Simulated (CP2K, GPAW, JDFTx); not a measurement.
# One calculation of Li2S, 3 ways

```
S Li
1.0
     4.02273    0.00000    0.00000
     2.01137    3.48379    0.00000
     2.01137    1.16126    3.28455
S Li
1 2
Direct
  0.00000 0.00000 0.00000
  0.75000 0.75000 0.75000
  0.25000 0.25000 0.25000
```

Alike in all runs: task band structure; functional PBEsol; k mesh 8 × 8 × 8; occupations fermi-dirac, width 0.1 eV; no spin polarisation; no spin-orbit coupling. Pressure is positive in compression and, in plane waves, holds the error of the finite cutoff. Gaps are the smaller of the mesh's and the band path's.

```csv
program and potentials,plane-wave cutoff (eV),notes,band gap (eV),pressure (GPa)
"GPAW, PAW data sets generated for this functional",800,2.67 valence electrons an atom on average,?,?
"CP2K, POTENTIAL_UZH S GTH-PBE-q6, Li GTH-PBE-q3; TZVP-MOLOPT-PBE-GTH basis",-,atomic basis; potentials made for PBE; 4 valence electrons an atom on average,3.59,-0.37
"JDFTx, PseudoDojo-SR-PBEsol-0.4.1-standard with smoothed tails",1007,4 valence electrons an atom on average,3.22,-
```

**Question.** Estimate from the other rows what the run with GPAW, PAW data sets generated for this functional gave.

**Answer.** Band gap 3.21 eV; pressure -0.56 GPa. The other rows, which needn't bracket it: band gap 3.22 to 3.59; pressure -0.37.
